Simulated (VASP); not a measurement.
# GaAs (F-43m) in VASP: a series of runs

Aim: see how the results for GaAs move with the level of theory and the settings. Levels: PBEsol, PBE, LDA, r2SCAN. Tasks: dielectric tensor, band structure.

Program: VASP 6.6.1. These are calculated values, not measurements. Logs are shortened: lines on timing, memory, paths and dates and some standing lists are left out, and cuts for length are marked.

## 1. The structure

Symmetry: F-43m, No. 216, cubic system. Conventional cell: a = 5.654 Å, b = 5.654 Å, c = 5.654 Å, α = 90.00°, β = 90.00°, γ = 90.00°. Around As (site symmetry -43m) lie 4 Ga at 2.45 Å. Ga (site symmetry -43m) has 4 As at 2.45 Å as nearest neighbours.

## 2. Dielectric tensor, PBEsol

File INCAR:

```
SYSTEM = GaAs
ALGO = Normal
EDIFF = 1E-8
ENCUT = 400
GGA = PS
ISIF = 2
ISMEAR = 0
LASPH = .True.
LCHARG = .False.
LEPSILON = .True.
LREAL = .False.
LWAVE = .False.
NELM = 100
PREC = Accurate
SIGMA = 0.01
```

File KPOINTS:

```
k-points
0
Gamma
  12 12 12
  0 0 0
```

File POSCAR:

```
GaAs
1.0
    0.0000000000      2.8268500000      2.8268500000
    2.8268500000      0.0000000000      2.8268500000
    2.8268500000      2.8268500000      0.0000000000
As Ga
1 1
Direct
    0.7500000000      0.7500000000      0.7500000000
    0.0000000000      0.0000000000      0.0000000000
```

Potentials or basis: VASP PAW PBE potentials, release 64 (As, Ga_d).

Launch:

```bash
$ cat potpaw_PBE.64/As/POTCAR potpaw_PBE.64/Ga_d/POTCAR > POTCAR
$ mpirun -np 1 vasp_std > vasp.out
```

OUTCAR:

```text
SYSTEM = GaAs
   EDIFF = 1E-8
   ENCUT = 400
   GGA = PS
   ISIF = 2
   ISMEAR = 0
   LASPH = .True.
   LEPSILON = .True.
   LREAL = .False.
   NELM = 100
   PREC = Accurate

 Found     72 irreducible k-points:

 Following reciprocal coordinates:
            Coordinates               Weight
  0.000000  0.000000  0.000000      1.000000
  0.083333  0.000000  0.000000      8.000000
  0.166667  0.000000  0.000000      8.000000
  0.250000  0.000000  0.000000      8.000000
  0.333333  0.000000  0.000000      8.000000
  0.416667  0.000000  0.000000      8.000000
   k-points           NKPTS =     72   k-points in BZ     NKDIM =     72   number of bands    NBANDS=     13
   number of dos      NEDOS =    301   number of ions     NIONS =      2
   total plane-waves  NPLWV =  21952
   dimension x,y,z NGX =    28 NGY =   28 NGZ =   28
   dimension x,y,z NGXF=    56 NGYF=   56 NGZF=   56
   ions per type =               1   1
   NGX,Y,Z   is equivalent  to a cutoff of  11.64, 11.64, 11.64 a.u.
   NGXF,Y,Z  is equivalent  to a cutoff of  23.29, 23.29, 23.29 a.u.
 SYSTEM =  GaAs
   PREC   = accura    normal or accurate (medium, high low for compatibility)
   ISTART =      0    job   : 0-new  1-cont  2-samecut
   ICHARG =      2    charge: 1-file 2-atom 10-const
   ISPIN  =      1    spin polarized calculation?
   LNONCOLLINEAR =      F non collinear calculations
   LSORBIT =      F    spin-orbit coupling
   LASPH  =      T    aspherical Exc in radial PAW
   ENCUT  =  400.0 eV  29.40 Ry    5.42 a.u.   6.52  6.52  6.52*2*pi/ulx,y,z
   NELM   =    100;   NELMIN=  2; NELMDL= -5     # of ELM steps
   EDIFF  = 0.1E-07   stopping-criterion for ELM
   LREAL  =      F    real-space projection
   EDIFFG = 0.1E-06   stopping-criterion for IOM
   NSW    =      0    number of steps for IOM
   IBRION =     -1    ionic relax: 0-MD 1-quasi-New 2-CG
   NFREE  =      0    steps in history (QN), initial steepest desc. (CG)
   ISIF   =      2    stress and relaxation
   ISYM   =      2    0-nonsym 1-usesym 2-fastsym
   POTIM  = 0.5000    time-step for ionic-motion
   TEBEG  =    0.0;   TEEND  =   0.0 temperature during run
   PSTRESS=    0.0 pullay stress
   NELECT =      18.0000    total number of electrons
   NUPDOWN=      -1.0000    fix difference up-down
   EMIN   =  10.00;   EMAX   =-10.00  energy-range for DOS
   EFERMI =   0.00;   METHOD = LEGACY
   ISMEAR =     0;   SIGMA  =   0.01  broadening in eV -4-tet -1-fermi 0-gaus
   EFERMI_NEDOS =   21; number of points for ismear=-14 and -15
   IALGO  =     38    algorithm
[... 149 lines left out ...]
      4.24027      4.24027      4.24027        -0.000000     -0.000000     -0.000000
      0.00000      0.00000      0.00000         0.000000      0.000000      0.000000
 -----------------------------------------------------------------------------------
    total drift:                               -0.000001     -0.000001     -0.000000

  FREE ENERGIE OF THE ION-ELECTRON SYSTEM (eV)
  ---------------------------------------------------
  free  energy   TOTEN  =        -9.0909817075 eV

  energy  without entropy=       -9.0909817075  energy(sigma->0) =       -9.09098171

 HEAD OF MICROSCOPIC STATIC DIELECTRIC TENSOR (INDEPENDENT PARTICLE, excluding Hartree and local field effects)
 ------------------------------------------------------
          20.737776     0.000000    -0.000000
          -0.000000    20.737776     0.000000
          -0.000000    -0.000000    20.737776
 ------------------------------------------------------

 Free energy of the ion-electron system (eV)
  ---------------------------------------------------
  ---------------------------------------------------
  free energy    TOTEN  =        -2.51190900 eV

  energy without entropy =       -2.51190900

------------------------ aborting loop because EDIFF is reached ----------------------------------------

--------------------------------------- Ionic step        2  -------------------------------------------

------------------------ aborting loop because EDIFF is reached ----------------------------------------

--------------------------------------- Ionic step        3  -------------------------------------------

 Free energy of the ion-electron system (eV)
  ---------------------------------------------------
  ---------------------------------------------------
  free energy    TOTEN  =        -2.51191141 eV

  energy without entropy =       -2.51191141

------------------------ aborting loop because EDIFF is reached ----------------------------------------

 PIEZOELECTRIC TENSOR FIELD DIRECTION 3  (e Angst)
 -----------------------------------------------------------------------------
    -0.00034  2.42185  0.00000           (  0.00000  0.01493  0.00000)
     2.42185 -0.00034  0.00000           (  0.01493  0.00000  0.00000)
     0.00000  0.00000 -0.00161           (  0.00000  0.00000  0.00000)

 PIEZOELECTRIC TENSOR FIELD DIRECTION 3  (C/m^2)
 -----------------------------------------------------------------------------
    -0.00012  0.85885  0.00000
     0.85885 -0.00012  0.00000
     0.00000  0.00000 -0.00057

 MACROSCOPIC STATIC DIELECTRIC TENSOR (including local field effects in DFT)
 ------------------------------------------------------
          20.128177     0.000000    -0.000000
           0.000000    20.128177    -0.000000
          -0.000000     0.000000    20.128177
 ------------------------------------------------------

 PIEZOELECTRIC TENSOR (including local field effects)  for field in x, y, z        (e  Angst)
          XX          YY          ZZ          XY          YZ          ZX
  --------------------------------------------------------------------------------
  x    -0.00000     0.00000     0.00000     0.00000     2.42753     0.00000
  y    -0.00000     0.00000    -0.00000     0.00000     0.00000     2.42753
  z    -0.00000     0.00000    -0.00000     2.42753     0.00000     0.00000

 PIEZOELECTRIC TENSOR (including local field effects)  for field in x, y, z        (C/m^2)
          XX          YY          ZZ          XY          YZ          ZX
  --------------------------------------------------------------------------------
  x    -0.00000     0.00000     0.00000     0.00000     0.86087     0.00000
  y    -0.00000     0.00000    -0.00000     0.00000     0.00000     0.86087
  z    -0.00000     0.00000    -0.00000     0.86087     0.00000     0.00000

 BORN EFFECTIVE CHARGES (including local field effects) (in |e|, cummulative output)
 ---------------------------------------------------------------------------------
 ion    1
    1    -2.14232     0.00000    -0.00000
    2    -0.00000    -2.14232    -0.00000
    3     0.00000     0.00000    -2.14232
 ion    2
    1     2.14232    -0.00000     0.00000
    2     0.00000     2.14232     0.00000
    3    -0.00000    -0.00000     2.14232
```

stdout:

```text
POSCAR found type information on POSCAR AsGa
 POSCAR found :  2 types and       2 ions
 scaLAPACK will be used
 -----------------------------------------------------------------------------
|                                                                             |
[... 28 lines left out ...]
 dielectric tensor                  component  3 :     2.151    -3.026    13.921
 Linear response to external field, progress :
  Direction:   1
 dielectric tensor                  component  1 :    20.128     4.267     2.050
 Linear response to external field, progress :
  Direction:   2
 dielectric tensor                  component  2 :     3.892    20.128     2.050
 Linear response to external field, progress :
  Direction:   3
 dielectric tensor                  component  3 :     3.247     3.069    20.128
 Born effective charges drift removed
```

It took 11 min on 1 thread of Intel Xeon Platinum 8259CL at 2.50GHz (Skylake/Cascade Lake), shared host; peak memory 0.39 GiB.

These settings aren't checked as converged: the numbers below hold their error.

Results:

| Item | Value |
| --- | --- |
| Band gap on the k mesh | 0.46 eV, direct |
| Electronic dielectric tensor (diagonal) | 20.13 |
| Born charges (mean of the diagonal) | As -2.14; Ga +2.14 e |

Caveat: the gap is small at this level, which inflates the dielectric constant; the PAW data sets were made with another functional, which shifts forces and pressure a little.

## 3. Band structure, PBE, spin-orbit coupling, no magnetisation

File INCAR:

```
SYSTEM = GaAs
PREC     = Accurate       ! precision mode
ENCUT    = 520            ! plane-wave cutoff, eV
EDIFF    = 1E-6           ! SCF threshold, eV
ISMEAR   = 0              ! smearing method
SIGMA    = 0.02           ! smearing width, eV
LREAL    = .False.        ! projectors in reciprocal space
LASPH    = .True.         ! aspherical terms in the spheres
NELM     = 80             ! most SCF steps
ALGO     = Fast           ! electronic algorithm
ISIF     = 2              ! what is computed and relaxed
LWAVE    = .False.        ! write WAVECAR
LCHARG   = .False.        ! write CHGCAR
MAGMOM   = 0 0 0 0 0 0    ! initial moments
LORBIT   = 11             ! projections on sites
LSORBIT  = .True.         ! spin-orbit coupling
GGA_COMPAT= .False.      
GGA      = PE             ! functional
NBANDS   = 30             ! bands
KPAR     = 2
```

File KPOINTS:

```
Automatic mesh
0
Gamma
  6 6 6
  0 0 0
```

POSCAR is that of step 2.

File KPOINTS_OPT:

```
path GXWKGLUWLK,UX
15
line-mode
reciprocal
 0.0000000000  0.0000000000  0.0000000000  G
 0.5000000000  0.0000000000  0.5000000000  X

 0.5000000000  0.0000000000  0.5000000000  X
 0.5000000000  0.2500000000  0.7500000000  W

 0.5000000000  0.2500000000  0.7500000000  W
 0.3750000000  0.3750000000  0.7500000000  K

 0.3750000000  0.3750000000  0.7500000000  K
 0.0000000000  0.0000000000  0.0000000000  G

 0.0000000000  0.0000000000  0.0000000000  G
 0.5000000000  0.5000000000  0.5000000000  L

 0.5000000000  0.5000000000  0.5000000000  L
 0.6250000000  0.2500000000  0.6250000000  U

 0.6250000000  0.2500000000  0.6250000000  U
 0.5000000000  0.2500000000  0.7500000000  W

 0.5000000000  0.2500000000  0.7500000000  W
 0.5000000000  0.5000000000  0.5000000000  L

 0.5000000000  0.5000000000  0.5000000000  L
 0.3750000000  0.3750000000  0.7500000000  K

 0.6250000000  0.2500000000  0.6250000000  U
 0.5000000000  0.0000000000  0.5000000000  X
```

Potentials or basis: VASP PAW PBE potentials, release 64 (As, Ga_d).

Launch:

```bash
$ cat potpaw_PBE.64/As/POTCAR potpaw_PBE.64/Ga_d/POTCAR > POTCAR
$ mpirun -np 2 vasp_ncl > vasp.out
```

OUTCAR:

```text
SYSTEM = GaAs
   PREC = Accurate
   ENCUT = 520
   EDIFF = 1E-6
   ISMEAR = 0
   LREAL = .False.
   LASPH = .True.
   NELM = 80
   ISIF = 2
   LORBIT = 11
   LSORBIT = .True.
   GGA = PE

 ion  position               nearest neighbor table
   1  0.750  0.750  0.750-   2 2.45   2 2.45   2 2.45   2 2.45
   2  0.000  0.000  0.000-   1 2.45   1 2.45   1 2.45   1 2.45

  LATTYP: Found a face centered cubic cell.
 ALAT       =     5.6537000000

  Lattice vectors:

[... 992 lines left out ...]
     0.0000000    -0.0005001     0.0000000    -0.0005001     0.0000000
    -0.0001663    -0.0001663    -0.0005001     0.0000000    -0.0001667
    -0.0006669    -0.0001667     0.0000000    -0.0001667     0.0000000
 l=   3
     0.0000000     0.0000000     0.0000000     0.0000000     0.0000000     0.0000000     0.0000000
     0.0000000     0.0000000     0.0000000     0.0000000     0.0000000     0.0000000     0.0000000
     0.0000000     0.0000000     0.0000000     0.0000000     0.0000000     0.0000000     0.0000000
     0.0000000     0.0000000     0.0000000     0.0000000     0.0000000     0.0000000     0.0000000
     0.0000000     0.0000000     0.0000000     0.0000000     0.0000000     0.0000000     0.0000000
     0.0000000     0.0000000     0.0000000     0.0000000     0.0000000     0.0000000     0.0000000
     0.0000000     0.0000000     0.0000000     0.0000000     0.0000000     0.0000000     0.0000000

 total charge

# of ion       s       p       d       tot
------------------------------------------
    1        1.206   1.605   0.031   2.842
    2        0.878   0.805   9.995  11.677
--------------------------------------------------
tot          2.084   2.410  10.026  14.520

 magnetization (x)

# of ion       s       p       d       tot
------------------------------------------
    1        0.000   0.000   0.000   0.000
    2       -0.000   0.000  -0.000   0.000
--------------------------------------------------
tot         -0.000   0.000  -0.000   0.000

 magnetization (y)

# of ion       s       p       d       tot
------------------------------------------
    1        0.000  -0.000   0.000  -0.000
    2        0.000   0.000   0.000   0.000
--------------------------------------------------
tot          0.000  -0.000   0.000  -0.000

 magnetization (z)

# of ion       s       p       d       tot
------------------------------------------
    1        0.000  -0.000  -0.000  -0.000
    2       -0.000  -0.000  -0.000  -0.000
--------------------------------------------------
tot         -0.000  -0.000  -0.000  -0.000
```

It took 2.2 min on 2 MPI ranks of Intel Xeon 6975P-C (Granite Rapids), shared host; peak memory 0.31 GiB.

Results:

```yaml
Free_energy: -8.2448 eV
Pressure: 3.5 GPa
Valence_electrons_inside_the_program's_atomic_spheres: As 2.84; Ga 11.68
```

## 4. Band structure, LDA, spin-orbit coupling, no magnetisation

Changes to INCAR since step 3:

```diff
@@ -17,3 +17,2 @@
 GGA_COMPAT= .False.      
-GGA      = PE             ! functional
 NBANDS   = 30             ! bands
```

KPOINTS is that of step 3.

POSCAR is that of step 3.

KPOINTS_OPT is that of step 3.

Potentials or basis: VASP PAW LDA potentials, release 64 (As, Ga_d).

Launch:

```bash
$ cat potpaw_LDA.64/As/POTCAR potpaw_LDA.64/Ga_d/POTCAR > POTCAR
$ mpirun -np 2 vasp_ncl > vasp.out
```

Wall time 2.6 min (2 MPI ranks of Intel Xeon 6975P-C (Granite Rapids), shared host); peak memory 0.27 GiB.

It converged, with:

| Property | Result |
| --- | --- |
| Free energy | -9.6284 eV |
| Pressure | -1.6 GPa |
| Valence electrons inside the program's atomic spheres | As 2.84; Ga 11.69 |

## 5. Band structure, r2SCAN, spin-orbit coupling, no magnetisation

Changes to INCAR since step 4:

```diff
@@ -9,3 +9,3 @@
 NELM     = 80             ! most SCF steps
-ALGO     = Fast           ! electronic algorithm
+ALGO     = Normal         ! electronic algorithm
 ISIF     = 2              ! what is computed and relaxed
@@ -17,2 +17,4 @@
 GGA_COMPAT= .False.      
+METAGGA  = R2SCAN         ! meta-GGA
+LMIXTAU  = .True.       
 NBANDS   = 30             ! bands
```

KPOINTS is that of step 4.

POSCAR is that of step 4.

KPOINTS_OPT is that of step 4.

Potentials or basis: VASP PAW PBE potentials, release 64 (As, Ga_d).

Launch:

```bash
$ cat potpaw_PBE.64/As/POTCAR potpaw_PBE.64/Ga_d/POTCAR > POTCAR
$ mpirun -np 2 vasp_ncl > vasp.out
```

Run time: 7.4 min. Hardware: 2 MPI ranks of Intel Xeon 6975P-C (Granite Rapids), shared host; peak memory 0.36 GiB.

The run converged. Its results:

```
Free energy                                           : -27.0523 eV
Pressure                                              : 0.6 GPa
Valence electrons inside the program's atomic spheres : As 2.88; Ga 11.64
```

Caveat: the PAW data sets were made with another functional, which shifts forces and pressure a little.

## 6. Overview

| level | potentials or basis | pressure (GPa) |
| --- | --- | --- |
| PBE | VASP PAW PBE potentials, release 64 (As, Ga_d) | 3.5 |
| LDA | VASP PAW LDA potentials, release 64 (As, Ga_d) | -1.6 |
| r2SCAN | VASP PAW PBE potentials, release 64 (As, Ga_d) | 0.6 |

Alike in all rows: task band structure; spin SOC, no magnetisation; cell as given; k mesh 6 × 6 × 6; cutoff (eV) 520; smearing gaussian 0.02 eV.

Caveats: the PAW data sets were made with another functional, which shifts forces and pressure a little (some runs).

Absolute energies hang on the potentials; compare differences alone.
